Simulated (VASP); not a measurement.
# Ir (Im-3m) in VASP: a series of runs

The runs below take Ir through single point, relaxation of cell and atoms, with PBEsol.

Everything below comes from runs of VASP 6.6.1. Logs are shortened: lines on timing, memory, paths and dates and some standing lists are left out, and cuts for length are marked.

**1. The crystal as given**

It takes space group Im-3m (No. 229, cubic). The conventional cell has a = 3.076 Å, b = 3.076 Å, c = 3.076 Å, α = 90.00°, β = 90.00°, γ = 90.00°. Ir (site symmetry m-3m) is surrounded by 8 Ir at 2.66 Å.

The cell was built by a generator and needn't be a form met in nature.

**2. Single point, PBEsol**

File INCAR:

```
PREC = Accurate ; ENCUT = 520
EDIFF = 1E-7 ; ISMEAR = 0
SIGMA = 0.1 ; LREAL = F
LASPH = T ; NELM = 100
ALGO = Normal ; ISIF = 2
LWAVE = F ; LCHARG = F
GGA = PS ; NBANDS = 10
```

File KPOINTS:

```
regular mesh
0
Gamma
  20 20 20
```

File POSCAR:

```
Ir
1.0
   -1.5380985951      1.5380985951      1.5380985951
    1.5380985951     -1.5380985951      1.5380985951
    1.5380985951      1.5380985951     -1.5380985951
Ir
1
Direct
    0.0000000000      0.0000000000      0.0000000000
```

Potentials or basis: VASP PAW PBE potentials, release 64 (Ir).

Launch:

```sh
cat potpaw_PBE.64/Ir/POTCAR > POTCAR
mpirun -np 1 vasp_std > vasp.out
```

OUTCAR:

```text
PREC = Accurate
   ENCUT = 520
   EDIFF = 1E-7
   ISMEAR = 0
   LREAL = F
   LASPH = T
   NELM = 100
   ISIF = 2
   GGA = PS

 ion  position               nearest neighbor table
   1  0.000  0.000  0.000-

  LATTYP: Found a body centered cubic cell.
 ALAT       =     3.0761971902

  Lattice vectors:

 A1 = (  -1.5380985951,   1.5380985951,   1.5380985951)
 A2 = (   1.5380985951,  -1.5380985951,   1.5380985951)
 A3 = (   1.5380985951,   1.5380985951,  -1.5380985951)

Analysis of symmetry for initial positions (statically):
=====================================================================
 Subroutine PRICEL returns:
 Original cell was already a primitive cell.

 Routine SETGRP: Setting up the symmetry group for a
 body centered cubic supercell.

 Subroutine GETGRP returns: Found 48 space group operations
 (whereof 48 operations were pure point group operations)
 out of a pool of 48 trial point group operations.

The static configuration has the point symmetry O_h .

Analysis of symmetry for dynamics (positions and initial velocities):
=====================================================================
 Subroutine PRICEL returns:
 Original cell was already a primitive cell.

 Routine SETGRP: Setting up the symmetry group for a
 body centered cubic supercell.

 Subroutine GETGRP returns: Found 48 space group operations
 (whereof 48 operations were pure point group operations)
 out of a pool of 48 trial point group operations.

The dynamic configuration has the point symmetry O_h .

 Subroutine INISYM returns: Found 48 space group operations
 (whereof 48 operations are pure point group operations),
 and found     1 'primitive' translations

----------------------------------------------------------------------------------------

                                     Primitive cell

  volume of cell :      14.5550

  direct lattice vectors                    reciprocal lattice vectors
    -1.538098595  1.538098595  1.538098595     0.000000000  0.325076690  0.325076690
     1.538098595 -1.538098595  1.538098595     0.325076690  0.000000000  0.325076690
     1.538098595  1.538098595 -1.538098595     0.325076690  0.325076690  0.000000000

  length of vectors
     2.664064914  2.664064914  2.664064914     0.459727864  0.459727864  0.459727864

  position of ions in fractional coordinates (direct lattice)
     0.000000000  0.000000000  0.000000000

  ion indices of the primitive-cell ions
   primitive index   ion index
                 1           1

----------------------------------------------------------------------------------------

 KPOINTS: regular mesh

Automatic generation of k-mesh.
 Grid dimensions read from file:
 generate k-points for:   20   20   20

 Generating k-lattice:

  Cartesian coordinates                     Fractional coordinates (reciprocal lattice)
     0.000000000  0.016253834  0.016253834     0.050000000  0.000000000  0.000000000
     0.016253834  0.000000000  0.016253834     0.000000000  0.050000000  0.000000000
     0.016253834  0.016253834  0.000000000     0.000000000  0.000000000  0.050000000

  Length of vectors
     0.022986393  0.022986393  0.022986393

  Shift w.r.t. Gamma in fractional coordinates (k-lattice)
     0.000000000  0.000000000  0.000000000

 Subroutine IBZKPT returns following result:
 ===========================================

 Found    256 irreducible k-points:

 Following reciprocal coordinates:
            Coordinates               Weight
  0.000000  0.000000  0.000000      1.000000
  0.050000  0.000000  0.000000     12.000000
  0.100000  0.000000  0.000000     12.000000
  0.150000  0.000000  0.000000     12.000000
  0.200000  0.000000  0.000000     12.000000
  0.250000  0.000000  0.000000     12.000000
[... 16 lines left out ...]
  0.200000  0.100000  0.000000     48.000000
  0.250000  0.100000  0.000000     48.000000
 [... further k-points ...]
   k-points           NKPTS =    256   k-points in BZ     NKDIM =    256   number of bands    NBANDS=     10
   number of dos      NEDOS =    301   number of ions     NIONS =      1
   total plane-waves  NPLWV =   8000
   dimension x,y,z NGX =    20 NGY =   20 NGZ =   20
   dimension x,y,z NGXF=    40 NGYF=   40 NGZF=   40
   ions per type =               1
   NGX,Y,Z   is equivalent  to a cutoff of  12.48, 12.48, 12.48 a.u.
   NGXF,Y,Z  is equivalent  to a cutoff of  24.96, 24.96, 24.96 a.u.
 SYSTEM =  unknown system
   PREC   = accura    normal or accurate (medium, high low for compatibility)
   ISTART =      0    job   : 0-new  1-cont  2-samecut
   ICHARG =      2    charge: 1-file 2-atom 10-const
   ISPIN  =      1    spin polarized calculation?
   LNONCOLLINEAR =      F non collinear calculations
   LSORBIT =      F    spin-orbit coupling
   LASPH  =      T    aspherical Exc in radial PAW
   ENCUT  =  520.0 eV  38.22 Ry    6.18 a.u.   4.95  4.95  4.95*2*pi/ulx,y,z
   NELM   =    100;   NELMIN=  2; NELMDL= -5     # of ELM steps
   EDIFF  = 0.1E-06   stopping-criterion for ELM
   LREAL  =      F    real-space projection
   EDIFFG = 0.1E-05   stopping-criterion for IOM
   NSW    =      0    number of steps for IOM
   IBRION =     -1    ionic relax: 0-MD 1-quasi-New 2-CG
   NFREE  =      0    steps in history (QN), initial steepest desc. (CG)
   ISIF   =      2    stress and relaxation
   ISYM   =      2    0-nonsym 1-usesym 2-fastsym
   POTIM  = 0.5000    time-step for ionic-motion
   TEBEG  =    0.0;   TEEND  =   0.0 temperature during run
   PSTRESS=    0.0 pullay stress
   NELECT =       9.0000    total number of electrons
   NUPDOWN=      -1.0000    fix difference up-down
   EMIN   =  10.00;   EMAX   =-10.00  energy-range for DOS
   EFERMI =   0.00;   METHOD = LEGACY
   ISMEAR =     0;   SIGMA  =   0.10  broadening in eV -4-tet -1-fermi 0-gaus
   EFERMI_NEDOS =   21; number of points for ismear=-14 and -15
   IALGO  =     38    algorithm
   IMIX   =      4    mixing-type and parameters
     AMIX     =   0.40;   BMIX     =  1.00
     AMIX_MAG =   1.60;   BMIX_MAG =  1.00
  volume/ion in A,a.u.               =      14.56        98.22
  Fermi-wavevector in a.u.,A,eV,Ry     =   1.394713  2.635625 26.466382  1.945224
  Thomas-Fermi vector in A             =   2.518235
   LORBIT       =      0    0 simple, 1 ext, 2 COOP (PROOUT), +10 PAW based schemes
   GGA     = PS    functional components
   LHFCALC =     F    Hartree Fock is set to
   AEXX    =    0.0000 exact exchange contribution
   IVDW    =     0    specifies the selected vdW correction
   LEPSILON=     F    determine dielectric tensor
   LRPA    =     F    only Hartree local field effects (RPA)
 non-spin polarized calculation
 Gauss-broadening in eV      SIGMA  =   0.10
  energy-cutoff  :      520.00
  volume of cell :       14.56
 maximum number of plane-waves:       404
   NGX =  9   NGY =  9   NGZ =  9

 number of electron       9.0000000 magnetization

 Free energy of the ion-electron system (eV)
  ---------------------------------------------------
  ext. energy  EPLUGINS =         0.00000000
  ---------------------------------------------------
  free energy    TOTEN  =        -9.14939808 eV

  energy without entropy =       -9.13428740  energy(sigma->0) =       -9.14184274

 E-fermi :   9.5370     XC(G=0): -13.9182

 val. band max:        9.5331372357   @ k =   0.4000   0.1000   0.1000
 cond. band min:       9.5390998815   @ k =   0.2500   0.2500   0.1000
 fundamental gap:      0.0059626458
 Fermi energy:         9.5370366217

 k-point     1 :       0.0000    0.0000    0.0000
  band No.  band energies     occupation
      1      -1.1197      2.00000
      2       5.9299      2.00000
      3       5.9299      2.00000
      4       5.9299      2.00000
      5       8.9977      2.00000
      6       8.9977      2.00000
      7      26.4548      0.00000
      8      26.4548      0.00000
      9      26.4548      0.00000
     10      37.3561      0.00000

 k-point     2 :       0.0500    0.0000    0.0000
  band No.  band energies     occupation
      1      -1.0049      2.00000
      2       5.8764      2.00000
      3       5.9270      2.00000
      4       6.0313      2.00000
      5       8.9221      2.00000
      6       9.0011      2.00000
      7      26.5252      0.00000
      8      26.6155      0.00000
      9      26.6346      0.00000
     10      36.0634      0.00000

 k-point     3 :       0.1000    0.0000    0.0000
  band No.  band energies     occupation
      1      -0.6691      2.00000
      2       5.7242      2.00000
      3       5.9093      2.00000
      4       6.3323      2.00000
      5       8.7365      2.00000
      6       9.0132      2.00000
      7      26.6826      0.00000
      8      26.9919      0.00000
      9      27.1627      0.00000
     10      34.4129      0.00000

 k-point     4 :       0.1500    0.0000    0.0000
  band No.  band energies     occupation
      1      -0.1412      2.00000
      2       5.4960      2.00000
      3       5.8609      2.00000
      4       6.8226      2.00000
      5       8.5415      2.00000
      6       9.0388      2.00000
      7      26.7430      0.00000
      8      27.2197      0.00000
      9      28.0075      0.00000
     10      33.2289      0.00000

 k-point     5 :       0.2000    0.0000    0.0000
  band No.  band energies     occupation
      1       0.5185      2.00000
      2       5.2224      2.00000
      3       5.7975      2.00000
      4       7.4836      2.00000
      5       8.4365      2.00000
      6       9.0830      2.00000
      7      26.4307      0.00000
      8      26.6900      0.00000
      9      29.1210      0.00000
     10      32.8591      0.00000

 k-point     6 :       0.2500    0.0000    0.0000
  band No.  band energies     occupation
      1       1.1977      2.00000
      2       4.9350      2.00000
      3       5.8238      2.00000
      4       8.2857      2.00000
      5       8.4598      2.00000
      6       9.1485      2.00000
      7      25.2289      0.00000
      8      25.6874      0.00000
      9      30.4418      0.00000
     10      33.0819      0.00000
[... 183 lines left out ...]
 k-point    21 :       0.1000    0.1000    0.0000
  band No.  band energies     occupation
      1       0.1661      2.00000
      2       5.4907      2.00000
      3       5.6349      2.00000
      4       7.1967      2.00000
      5       8.3839      2.00000
      6       9.1262      2.00000
      7      26.9563      0.00000
      8      27.3432      0.00000
      9      27.9325      0.00000
     10      32.2225      0.00000

 k-point    22 :       0.1500    0.1000    0.0000
  band No.  band energies     occupation
      1       0.8139      2.00000
      2       5.2580      2.00000
      3       5.5004      2.00000
      4       7.9080      2.00000
      5       8.2634      2.00000
      6       9.2186      1.99999
      7      26.5271      0.00000
      8      26.7408      0.00000
      9      28.6580      0.00000
     10      31.4626      0.00000

 k-point    23 :       0.2000    0.1000    0.0000
  band No.  band energies     occupation
      1       1.4952      2.00000
      2       4.9820      2.00000
      3       5.4701      2.00000
      4       8.2590      2.00000
      5       8.7728      2.00000
      6       9.3167      1.99816
      7      25.0156      0.00000
      8      26.0142      0.00000
      9      29.5738      0.00000
     10      30.3717      0.00000

 k-point    24 :       0.2500    0.1000    0.0000
  band No.  band energies     occupation
      1       2.0414      2.00000
      2       4.7180      2.00000
      3       5.6836      2.00000
      4       8.3850      2.00000
      5       9.3707      1.98135
      6       9.7726      0.00086
      7      23.1366      0.00000
      8      25.0535      0.00000
      9      28.9567      0.00000
     10      31.0090      0.00000

 [... further k-points ...]

------------------------ aborting loop because EDIFF is reached ----------------------------------------

  FORCE on cell =-STRESS in cart. coord.  units (eV):
  Direction    XX          YY          ZZ          XY          YZ          ZX
  --------------------------------------------------------------------------------------
  -------------------------------------------------------------------------------------
  Total        0.0801400      0.0801400      0.0801400     -0.0000000      0.0000000      0.0000000
  in kB        8.8216004      8.8216004      8.8216004     -0.0000000      0.0000000      0.0000000
  external PRESSURE =       8.8216004 kB  Pullay stress =       0.0000000 kB

 VOLUME and BASIS-vectors are now :
 -----------------------------------------------------------------------------
  energy-cutoff  :      520.00
  volume of cell :       14.56
      direct lattice vectors                 reciprocal lattice vectors
    -1.538098595  1.538098595  1.538098595     0.000000000  0.325076690  0.325076690
     1.538098595 -1.538098595  1.538098595     0.325076690  0.000000000  0.325076690
     1.538098595  1.538098595 -1.538098595     0.325076690  0.325076690  0.000000000

 POSITION                                       TOTAL-FORCE (eV/Angst)
 -----------------------------------------------------------------------------------
      0.00000      0.00000      0.00000         0.000000     -0.000000      0.000000
 -----------------------------------------------------------------------------------
    total drift:                                0.000000     -0.000000      0.000000

  FREE ENERGIE OF THE ION-ELECTRON SYSTEM (eV)
  ---------------------------------------------------
  free  energy   TOTEN  =        -9.1493980829 eV

  energy  without entropy=       -9.1342873998  energy(sigma->0) =       -9.14184274
```

It took 21 s on 1 thread of Intel Xeon Platinum 8259CL at 2.50GHz (Skylake/Cascade Lake), shared host; peak memory 0.16 GiB.

What came out:

```yaml
Free_energy: -9.1494 eV
Pressure: 0.9 GPa
Band_gap_on_the_k_mesh: none (metal or under the smearing width)
```

Caveat: the PAW data sets were made with another functional, which shifts forces and pressure a little.

**3. Relaxation of cell and atoms, PBEsol**

File INCAR:

```
SYSTEM = Ir
PREC = Accurate
ENCUT = 600
EDIFF = 1E-7
ISMEAR = 0
SIGMA = 0.1
LREAL = .FALSE.
LASPH = .TRUE.
NELM = 100
ALGO = Normal
ISIF = 3
LWAVE = .FALSE.
LCHARG = .FALSE.
GGA = PS
IBRION = 2
NSW = 100
EDIFFG = -0.01
```

File KPOINTS:

```
Automatic mesh
0
G
  20 20 20
  0 0 0
```

File POSCAR:

```
Ir
1.0
   -1.5381904130      1.5381904130      1.5381904130
    1.5381904130     -1.5381904130      1.5381904130
    1.5381904130      1.5381904130     -1.5381904130
Ir
1
Direct
    0.0000000000      0.0000000000      0.0000000000
```

Potentials or basis: VASP PAW PBE potentials, release 64 (Ir).

Launch:

```sh
cat potpaw_PBE.64/Ir/POTCAR > POTCAR
mpirun -np 1 vasp_std > vasp.out
```

Run time: 44 s. Hardware: 1 thread of Intel Xeon Platinum 8259CL at 2.50GHz (Skylake/Cascade Lake), shared host; peak memory 0.18 GiB.

The run converged. Its results:

* Free energy: -9.1495 eV
* Relaxed volume: 14.59 Å³/atom
* Relaxed cell: a = 2.666 Å, b = 2.666 Å, c = 2.666 Å, α = 109.47°, β = 109.47°, γ = 109.47°
* Space group after relaxing (to 0.05 Å): Im-3m (No. 229)
* Energy gained by relaxing: 0.1 meV/atom
* Ionic steps: 3
* Pressure after relaxing: 0.0 GPa
* Band gap on the k mesh: none (metal or under the smearing width)

The path:
| step | energy change (eV) | largest force (eV/Å) | pressure (GPa) | volume (Å³) |
| --- | --- | --- | --- | --- |
| 1 | 0.0000 | 0.0000 | 0.89 | 14.56 |
| 2 | 0.0012 | 0.0000 | -3.10 | 14.73 |
| 3 | -0.0001 | 0.0000 | 0.01 | 14.59 |

Final structure:
```
CELL_PARAMETERS angstrom
-1.53950 1.53950 1.53950
1.53950 -1.53950 1.53950
1.53950 1.53950 -1.53950
ATOMIC_POSITIONS crystal
Ir 0.00000 0.00000 0.00000
```

Levels at points of the mesh, in eV from the Fermi level:
```tsv
k point	band 1	band 2	band 3	band 4	band 5	band 6	band 7	band 8
(0.00, 0.00, 0.00)	-10.63	-3.59	-3.59	-3.59	-0.54	-0.54	16.92	16.92
(0.50, 0.00, 0.00)	-7.49	-5.42	-0.72	-0.13	-0.04	2.24	7.90	13.02
(0.50, 0.50, 0.50)	-7.01	-7.01	1.53	1.53	1.53	7.85	7.85	7.85
```

Caveat: the PAW data sets were made with another functional, which shifts forces and pressure a little.

(Part 1 of 2 ends here.)
